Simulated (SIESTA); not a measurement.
**Ti under changes of volume**

One of the cells (17.360 Å³/atom); the others are scaled copies at fixed shape and fractional positions:

```
Ti
1.0
     4.59762    0.00000    0.00000
    -2.29881    3.98166    0.00000
     0.00000    0.00000    2.84496
Ti
3
Direct
  0.66667 0.33333 0.50000
  0.33333 0.66667 0.50000
  0.00000 0.00000 0.00000
```

This isn't the form of Ti at room conditions, which is hcp.

| Quantity | Value |
| --- | --- |
| Program | SIESTA 5.4.2 |
| Functional | PBEsol |
| Potentials or basis | PseudoDojo 0.4 standard (PBEsol files) |
| Basis | DZP (energy shift 0.003 Ry; two zetas on semicore shells) |
| Grid cutoff | 800 Ry |
| Energy shift | 0.003 Ry |
| k mesh | 7 × 7 × 9 |
| Occupations | fermi-dirac, width 0.05 eV |
| Spin | no spin polarisation |

```tsv
volume (Å³/atom)	energy over the lowest point (meV/atom)	pressure (GPa)
15.999	?	?
16.339	0.51	1.6
16.679	0.00	-1.0
17.360	14.03	-5.5
17.701	27.80	-7.4
18.041	45.51	-9.2
```

What does the run at 15.999 Å³/atom give?

Energy over the lowest point 6.79 meV/atom; pressure 4.4 GPa.

Worked out: A Birch-Murnaghan fit of order 3 (a polynomial in V^(-2/3)) to the other rows has its minimum at 16.54 Å³/atom with B0 = V·E''(V) = 122 GPa and B' = 3.2 at fixed shape and positions, which overstates the stiffness. It gives 6.63 meV/atom at 15.999 Å³/atom, against the run's 6.79, and -dE/dV = 4.3 GPa, against 4.4.

Energies are extrapolated to zero smearing.

Caveats: the basis of atomic orbitals isn't converged, which shifts pressures, moduli and gaps.
